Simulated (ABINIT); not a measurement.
## AlN (F-43m): Bethe-Salpeter spectra with ABINIT

Wanted: excitons and ε₂ of AlN (F-43m), with cost.

Method: PBE and many-body steps on it, plane waves, in ABINIT 10.8.3.

Report form: the programs' logs are mostly left out.

## (1) The structure

It takes space group F-43m (No. 216, cubic). Conventional cell: a = 4.368 Å, b = 4.368 Å, c = 4.368 Å, α = 90.00°, β = 90.00°, γ = 90.00°. Nearest to Al lie 4 N at 1.89 Å. N has 4 Al at 1.89 Å nearest. Farther neighbours and most contacts between anions are not listed.

The cell and positions are those that the Materials Project relaxed with its own functionals (PBE, PBE+U or r2SCAN), kept fixed. This is not the form that AlN usually takes at ambient conditions.

## (2) Empty states on the mesh, 6×6×6 mesh, 59 bands

This step: ABINIT 10.8.3; DFT, PBE, plane waves, norm-conserving pseudopotentials.

The sums over transitions need many empty states on a uniform mesh; this step solves for them.

File run.abi:

```
acell 3*1.0 Angstrom
rprim 
  -0.000000000000 2.183993559600 2.183993559600
  2.183993559600 -0.000000000000 2.183993559600
  2.183993559600 2.183993559600 -0.000000000000
ntypat 2
znucl 13 7
natom 2
typat 1 2
xred 
  0.000000000000 0.000000000000 0.000000000000
  0.750000000000 0.750000000000 0.750000000000
pp_dirpath "pseudos"
pseudos "Al.upf, N.upf"
ecut 36
ngkpt 6 6 6
nshiftk 1
shiftk 0 0 0
kptopt 1
chksymbreak 0
irdden 1
istwfk *1
nband 59
prtvol 0
optdriver 6
gwr_task "HDIAGO"
paral_kgb 0
occopt 1
indata_prefix "in"
outdata_prefix "out"
tmpdata_prefix "tmp"
```

The run is started by

```console
$ OMP_NUM_THREADS=1 mpirun -n 4 abinit run.abi > log
```

Run time: 10 s. Hardware: 4 MPI ranks of Arm Neoverse V2, shared host; peak memory 0.69 GiB; 40 s of CPU time.

Numbers from this step:

| Property | Result |
| --- | --- |
| gap | 3.325 eV |
| k of the valence top | 0, 0, 0 |
| k of the conduction bottom | 0.5, 0.5, 0 |
| least direct gap | 4.192 eV |
| k points computed | 16 |
| lowest point of the top converged band, above the valence top | 80.5799 eV |

On this mesh the gap is 3.325 eV.

The density comes from a self-consistent run that is not shown.

## (3) Screening, 6×6×6 mesh, 51 bands, screening to 163.3 eV

The RPA dielectric matrix is built and inverted for each q.

This step: RPA screening on PBE, plane waves, norm-conserving pseudopotentials.

run.abi, as its differences from that of step 2:

```diff
@@ -20,10 +20,11 @@
 chksymbreak 0
-irdden 1
 istwfk *1
-nband 59
-prtvol 0
-optdriver 6
-gwr_task "HDIAGO"
-paral_kgb 0
 occopt 1
+irdwfk 1
+optdriver 3
+nband 51
+ecuteps 6
+inclvkb 2
+awtr 1
+symchi 1
 indata_prefix "in"
```

Elapsed: 15 s, on 4 MPI ranks; peak memory 0.54 GiB.

This step gave:

* ε∞ with local fields, on this mesh, along the program's q direction: 4.349
* the same without local fields: 4.790
* plasma frequency: 23.01 eV
* plane waves in the screening matrix: 113

Local fields lower ε∞ by 9 %.

## (4) Self-energy, 6×6×6 mesh, 51 bands, screening to 163.3 eV

The self-energy is evaluated for the states that the input lists, and the levels follow from it, in one-shot runs by the linearised quasiparticle equation.

This step: G0W0 on PBE, plane waves, norm-conserving pseudopotentials.

run.abi, as its differences from that of step 3:

```diff
@@ -23,8 +23,17 @@
 irdwfk 1
-optdriver 3
+optdriver 4
 nband 51
+gwcalctyp 0
+ecutsigx 36
+symsigma 1
+nkptgw 2
+kptgw 
+  0.0000000000 0.0000000000 0.0000000000
+  0.5000000000 0.5000000000 0.0000000000
+bdgw 
+  2 8
+  3 6
 ecuteps 6
-inclvkb 2
-awtr 1
-symchi 1
+irdscr 1
+ppmodel 1
 indata_prefix "in"
```

Elapsed: 3.7 s, on 4 MPI ranks; peak memory 0.54 GiB.

Numbers from this step:

| Item | Value |
| --- | --- |
| G0W0 gap on the points computed | 4.392 eV |
| starting gap on the mesh | 3.325 eV |
| k of the valence top | 0, 0, 0 |
| k of the conduction bottom | 0.5, 0.5, 0 |
| least direct G0W0 gap on the computed points | 5.520 eV |

The gap on the mesh goes from 3.32 eV to 4.39 eV, a correction of +1.07 eV.

The gap opens by 1.067 eV; the next steps shift the empty bands rigidly by 1.328 eV, the correction at the start's least direct gap.

## (5) Dielectric constant by perturbation theory

The response to a uniform field gives ε∞, a yardstick for the screening that GW builds on its mesh.

This step: DFT, PBE, linear response to an electric field, plane waves, norm-conserving pseudopotentials.

File run.abi:

```
acell 3*1.0 Angstrom
rprim 
  -0.000000000000 2.183993559600 2.183993559600
  2.183993559600 -0.000000000000 2.183993559600
  2.183993559600 2.183993559600 -0.000000000000
ntypat 2
znucl 13 7
natom 2
typat 1 2
xred 
  0.000000000000 0.000000000000 0.000000000000
  0.750000000000 0.750000000000 0.750000000000
pp_dirpath "pseudos"
pseudos "Al.upf, N.upf"
ecut 36
ngkpt 10 10 10
nshiftk 1
shiftk 0.5 0.5 0.5
chksymbreak 0
ndtset 3
nband 4
occopt 1
istwfk *1
nstep 60
tolwfr1 1e-18
iscf2 -3
rfelfd2 2
kptopt2 2
getwfk2 1
tolwfr2 1e-18
rfelfd3 3
kptopt3 2
getwfk3 1
getddk3 2
tolvrs3 1e-08
rfdir 1 1 1
nqpt2 1
nqpt3 1
qpt 0 0 0
prtwf3 0
prtden 0
optforces1 0
optstress1 0
kptopt1 1
indata_prefix "in"
outdata_prefix "out"
tmpdata_prefix "tmp"
```

It took 59 s on 4 MPI ranks; peak memory 0.43 GiB; 3.9 min of CPU time.

The field response gives a mean ε∞ of 4.54, which the model screening below takes as its input.

## (6) Excitons

Optical absorption needs the electron-hole interaction, solved here in a basis of vertical transitions on the mesh.

This step: Bethe-Salpeter equation on PBE with a scissors shift, plane waves, norm-conserving pseudopotentials.

File run.abi:

```
acell 3*1.0 Angstrom
rprim 
  -0.000000000000 2.183993559600 2.183993559600
  2.183993559600 -0.000000000000 2.183993559600
  2.183993559600 2.183993559600 -0.000000000000
ntypat 2
znucl 13 7
natom 2
typat 1 2
xred 
  0.000000000000 0.000000000000 0.000000000000
  0.750000000000 0.750000000000 0.750000000000
pp_dirpath "pseudos"
pseudos "Al.upf, N.upf"
ecut 36
ngkpt 6 6 6
nshiftk 1
shiftk 0 0 0
kptopt 1
chksymbreak 0
istwfk *1
occopt 1
irdwfk 1
optdriver 99
bs_calctype 1
mbpt_sciss 1.328 eV
bs_loband 2
nband 6
bs_exchange_term 1
bs_coulomb_term 11
bs_coupling 0
bs_algorithm 1
bs_freq_mesh 0 9 0.05 eV
zcut 0.1 eV
ecuteps 3
ecutwfn 18
inclvkb 2
irdscr 1
indata_prefix "in"
outdata_prefix "out"
tmpdata_prefix "tmp"
```

Run time: 15 s. Hardware: 4 MPI ranks; peak memory 0.28 GiB.

This step gave:

| Item | Value |
| --- | --- |
| direct gap of the transition levels | 5.520 eV |
| transitions in the window | 1296 |
| first strong exciton (over a fiftieth of the strongest listed) | 4.928 eV |
| lowest state | 4.928 eV |
| binding of the lowest state below the direct gap | 0.5924 eV |
| Coulomb term of one mesh cell | 0.5696 eV |

The binding is 1.0 times the screened Coulomb term of one mesh cell (0.57 eV), so it is not shown settled.

The lowest state lies at 4.928 eV, 0.592 eV under the direct gap.

Lines within 3 meV are set at the lowest of them, and the highest group, which the list may cut short, is left out. Exciton lines, with heights relative to the strongest:

```tsv
position (eV)	lines merged	oscillator strength, relative
4.928	3	28
5.839	4	28
5.858	2	8.4
6.304	3	100
```

The ε₂ has structure finer than the step of the table below, so its rows give means over 0.2 eV, whole bins alone (the curve runs from 0 to 9 eV). Peaks (eV: height): BSE 4.95: 4.78, 5.85: 7.10, 6.30: 17.8, 6.85: 13.8, 7.95: 10.2, 8.80: 6.83; no electron-hole interaction 5.50: 2.12, 6.45: 3.20, 7.05: 6.45, 7.50: 13.7, 8.80: 12.0; Kohn-Sham, no shift 4.20: 2.19, 5.10: 3.31, 5.75: 6.74, 6.20: 14.4, 7.45: 11.9, 8.05: 11.8, 8.75: 4.78.

Mean over the three Cartesian directions of q; broadening 0.1 eV; transition window only. Limits: finite bands, cutoff and mesh; exciton not shown settled in the k mesh. The ε₂ by photon energy; means over each step:

```tsv
photon energy (eV)	BSE	no electron-hole interaction	Kohn-Sham, no shift
0.2	0.00226	0.00134	0.00230
0.4	0.00455	0.00267	0.00461
0.6	0.00690	0.00406	0.00700
0.8	0.00931	0.00545	0.00950
1.0	0.0118	0.00690	0.0121
1.2	0.0145	0.00840	0.0148
1.4	0.0174	0.0100	0.0178
1.6	0.0204	0.0116	0.0210
1.8	0.0238	0.0134	0.0246
2.0	0.0276	0.0152	0.0287
2.2	0.0318	0.0173	0.0333
2.4	0.0365	0.0195	0.0387
2.6	0.0420	0.0219	0.0451
2.8	0.0484	0.0246	0.0531
3.0	0.0561	0.0276	0.0633
3.2	0.0655	0.0310	0.0774
3.4	0.0773	0.0350	0.0986
3.6	0.0926	0.0396	0.136
3.8	0.114	0.0450	0.227
4.0	0.145	0.0518	0.635
4.2	0.196	0.0602	1.74
4.4	0.299	0.0714	0.643
4.6	0.597	0.0873	0.402
4.8	2.30	0.113	0.589
5.0	3.36	0.162	1.94
5.2	1.03	0.303	2.09
5.4	0.859	1.11	1.18
5.6	1.61	1.45	2.97
5.8	5.35	0.477	5.23
6.0	4.31	0.428	4.61
6.2	9.96	0.828	11.6
6.4	10.9	2.58	5.82
6.6	5.09	1.45	2.22
6.8	11.8	1.41	1.77
7.0	7.48	4.60	4.17
7.2	2.97	4.20	8.56
7.4	2.00	7.29	10.6
7.6	4.52	10.3	8.71
7.8	8.86	4.24	6.23
8.0	9.06	1.80	9.90
8.2	5.03	2.13	6.71
8.4	3.84	6.23	2.54
8.6	5.01	8.87	2.81
8.8	6.16	11.1	3.70
```

## (7) Model screening

run.abi, as its differences from that of step 6:

```diff
@@ -27,5 +27,5 @@
 bs_loband 2
-nband 6
+nband 5
 bs_exchange_term 1
-bs_coulomb_term 11
+bs_coulomb_term 21
 bs_coupling 0
@@ -37,3 +37,4 @@
 inclvkb 2
-irdscr 1
+mdf_epsinf 4.54
+irdden 1
 indata_prefix "in"
```

Wall time 4.4 s (4 MPI ranks); peak memory 0.25 GiB.

This step gave:

```yaml
direct_gap_of_the_transition_levels: 5.520 eV
transitions_in_the_window: 648
first_strong_exciton_over_a_fiftieth_of_the_strongest_listed: 4.956 eV
lowest_state: 4.956 eV
binding_of_the_lowest_state_below_the_direct_gap: 0.5645 eV
coulomb_term_of_one_mesh_cell: 0.5454 eV
```

The binding is 1.0 times the screened Coulomb term of one mesh cell (0.55 eV), so it is not shown settled.

The lowest state lies at 4.956 eV, 0.564 eV under the direct gap.

The ε₂ has structure finer than the step of the table below, so its rows give means over 0.25 eV, whole bins alone (the curve runs from 0 to 9 eV). Peaks (eV: height): BSE 4.950: 4.26, 5.900: 5.79, 6.350: 14.8, 6.850: 13.5, 7.950: 9.55, 8.800: 6.43; no electron-hole interaction 5.500: 2.11, 6.450: 3.18, 7.050: 6.44, 7.500: 13.7, 8.800: 12.0; Kohn-Sham, no shift 4.200: 2.18, 5.100: 3.30, 5.750: 6.73, 6.200: 14.4, 7.450: 11.9, 8.050: 11.8, 8.750: 4.53.

Mean over the three Cartesian directions of q; broadening 0.1 eV; transition window only. Limits: finite bands, cutoff and mesh; exciton not shown settled in the k mesh. The ε₂ by photon energy; means over each step:

```tsv
photon energy (eV)	BSE	no electron-hole interaction	Kohn-Sham, no shift
0.25	0.00228	0.00144	0.00256
0.50	0.00456	0.00290	0.00516
0.75	0.00694	0.00440	0.00788
1.00	0.00945	0.00596	0.0108
1.25	0.0122	0.00760	0.0139
1.50	0.0151	0.00934	0.0173
1.75	0.0184	0.0112	0.0213
2.00	0.0221	0.0133	0.0259
2.25	0.0264	0.0156	0.0314
2.50	0.0315	0.0181	0.0381
2.75	0.0377	0.0210	0.0468
3.00	0.0453	0.0245	0.0588
3.25	0.0551	0.0285	0.0768
3.50	0.0684	0.0333	0.109
3.75	0.0873	0.0394	0.191
4.00	0.117	0.0471	0.686
4.25	0.173	0.0576	1.48
4.50	0.319	0.0731	0.451
4.75	1.17	0.0992	0.507
5.00	2.94	0.157	1.92
5.25	0.849	0.404	1.69
5.50	0.850	1.56	1.69
5.75	3.11	0.610	5.07
6.00	3.94	0.428	5.05
6.25	8.37	1.21	10.4
6.50	7.09	2.25	3.74
6.75	7.93	1.27	1.72
7.00	8.49	4.41	4.31
7.25	2.52	4.13	8.81
7.50	1.91	10.4	10.4
7.75	6.00	5.35	6.42
8.00	8.50	1.85	9.49
8.25	4.76	2.79	5.17
8.50	3.79	8.01	2.25
8.75	5.49	10.5	3.47
```

## (8) Empty states on the mesh, 8×8×8 mesh, 16 bands

This step: DFT, PBE, plane waves, norm-conserving pseudopotentials.

File run.abi:

```
acell 3*1.0 Angstrom
rprim 
  -0.000000000000 2.183993559600 2.183993559600
  2.183993559600 -0.000000000000 2.183993559600
  2.183993559600 2.183993559600 -0.000000000000
ntypat 2
znucl 13 7
natom 2
typat 1 2
xred 
  0.000000000000 0.000000000000 0.000000000000
  0.750000000000 0.750000000000 0.750000000000
pp_dirpath "pseudos"
pseudos "Al.upf, N.upf"
ecut 36
ngkpt 8 8 8
nshiftk 1
shiftk 0 0 0
kptopt 1
chksymbreak 0
iscf -2
irdden 1
istwfk *1
nband 16
nbdbuf 4
tolwfr 1e-09
nstep 60
prtvol 0
indata_prefix "in"
outdata_prefix "out"
tmpdata_prefix "tmp"
```

Run time: 3 s. Hardware: 4 MPI ranks; peak memory 0.07 GiB.

Numbers from this step:

| Item | Value |
| --- | --- |
| gap | 3.325 eV |
| k of the valence top | 0, 0, 0 |
| k of the conduction bottom | 0.5, 0.5, 0 |
| least direct gap | 4.192 eV |
| k points computed | 29 |
| lowest point of the top converged band, above the valence top | 19.09 eV |

On this mesh the gap is 3.325 eV.

## (9) k mesh (8×8×8)

This step: Bethe-Salpeter equation on PBE with a scissors shift, plane waves, norm-conserving pseudopotentials.

run.abi, as its differences from that of step 8:

```diff
@@ -20,10 +20,21 @@
 chksymbreak 0
-iscf -2
+istwfk *1
+occopt 1
+irdwfk 1
+optdriver 99
+bs_calctype 1
+mbpt_sciss 1.328 eV
+bs_loband 2
+nband 5
+bs_exchange_term 1
+bs_coulomb_term 21
+bs_coupling 0
+bs_algorithm 1
+bs_freq_mesh 0 9 0.05 eV
+zcut 0.1 eV
+ecuteps 3
+ecutwfn 18
+inclvkb 2
+mdf_epsinf 4.54
 irdden 1
-istwfk *1
-nband 16
-nbdbuf 4
-tolwfr 1e-09
-nstep 60
-prtvol 0
 indata_prefix "in"
```

It took 23 s on 4 MPI ranks; peak memory 0.32 GiB.

Numbers from this step:

| Quantity | Value |
| --- | --- |
| direct gap of the transition levels | 5.520 eV |
| transitions in the window | 1536 |
| first strong exciton (over a fiftieth of the strongest listed) | 5.090 eV |
| lowest state | 5.090 eV |
| binding of the lowest state below the direct gap | 0.4300 eV |
| Coulomb term of one mesh cell | 0.4090 eV |

The binding is 1.1 times the screened Coulomb term of one mesh cell (0.41 eV), so it is not shown settled.

The lowest state lies at 5.090 eV, 0.430 eV under the direct gap.

The window of bands is narrower than in the first exciton run, so this row is not like for like with it.

## (10) Empty states on the mesh, 10×10×10 mesh, 16 bands

This step: DFT, PBE, plane waves, norm-conserving pseudopotentials.

File run.abi:

```
acell 3*1.0 Angstrom
rprim 
  -0.000000000000 2.183993559600 2.183993559600
  2.183993559600 -0.000000000000 2.183993559600
  2.183993559600 2.183993559600 -0.000000000000
ntypat 2
znucl 13 7
natom 2
typat 1 2
xred 
  0.000000000000 0.000000000000 0.000000000000
  0.750000000000 0.750000000000 0.750000000000
pp_dirpath "pseudos"
pseudos "Al.upf, N.upf"
ecut 36
ngkpt 10 10 10
nshiftk 1
shiftk 0 0 0
kptopt 1
chksymbreak 0
iscf -2
irdden 1
istwfk *1
nband 16
nbdbuf 4
tolwfr 1e-09
nstep 60
prtvol 0
indata_prefix "in"
outdata_prefix "out"
tmpdata_prefix "tmp"
```

Wall time 3.9 s (4 MPI ranks); peak memory 0.25 GiB; 15 s of CPU time.

Numbers from this step:

| Quantity | Value |
| --- | --- |
| gap | 3.325 eV |
| k of the valence top | 0, 0, 0 |
| k of the conduction bottom | 0.5, 0.5, 0 |
| least direct gap | 4.192 eV |
| k points computed | 47 |
| lowest point of the top converged band, above the valence top | 19.09 eV |

On this mesh the gap is 3.325 eV.

## (11) k mesh (10×10×10)

This step: Bethe-Salpeter equation on PBE with a scissors shift, plane waves, norm-conserving pseudopotentials.

run.abi, as its differences from that of step 10:

```diff
@@ -20,10 +20,21 @@
 chksymbreak 0
-iscf -2
+istwfk *1
+occopt 1
+irdwfk 1
+optdriver 99
+bs_calctype 1
+mbpt_sciss 1.328 eV
+bs_loband 2
+nband 5
+bs_exchange_term 1
+bs_coulomb_term 21
+bs_coupling 0
+bs_algorithm 1
+bs_freq_mesh 0 9 0.05 eV
+zcut 0.1 eV
+ecuteps 3
+ecutwfn 18
+inclvkb 2
+mdf_epsinf 4.54
 irdden 1
-istwfk *1
-nband 16
-nbdbuf 4
-tolwfr 1e-09
-nstep 60
-prtvol 0
 indata_prefix "in"
```

Run time: 2 min. Hardware: 4 MPI ranks; peak memory 0.48 GiB.

Numbers from this step:

```
direct gap of the transition levels                            : 5.520 eV
transitions in the window                                      : 3000
first strong exciton (over a fiftieth of the strongest listed) : 5.171 eV
lowest state                                                   : 5.171 eV
binding of the lowest state below the direct gap               : 0.3486 eV
Coulomb term of one mesh cell                                  : 0.3272 eV
```

The binding is 1.1 times the screened Coulomb term of one mesh cell (0.33 eV), so it is not shown settled.

The lowest state lies at 5.171 eV, 0.349 eV under the direct gap.

The window of bands is narrower than in the first exciton run, so this row is not like for like with it.

(Continued in part 2 of 2.)

[Paths, hosts, dates, memory and timing lines, banners, echoed tables and standing remarks are left out of the program output.]

[Logs are printed without paths, hosts, clocks, repeated set-up lines and the standing remarks that a program may print on its own settings, such as how far it seeks lower states.]

[Runs of the session that timed out or met a known fault of the program may be left out.]

[Hosts, paths, dates, database ids (printed as entryN), source tags and the programs' standing remarks are cut or masked in the printed files.]

[G0W0 gaps are taken among the corrected bands and points alone; a level outside them can change the order at an edge.]

[Where Ansatz stands beside ABINIT at settings called matched, ABINIT's density can come from a denser mesh and the files from another edition; pairs whose starting gaps differed by over 0.03 eV were left out, so agreement reads better than it is.]
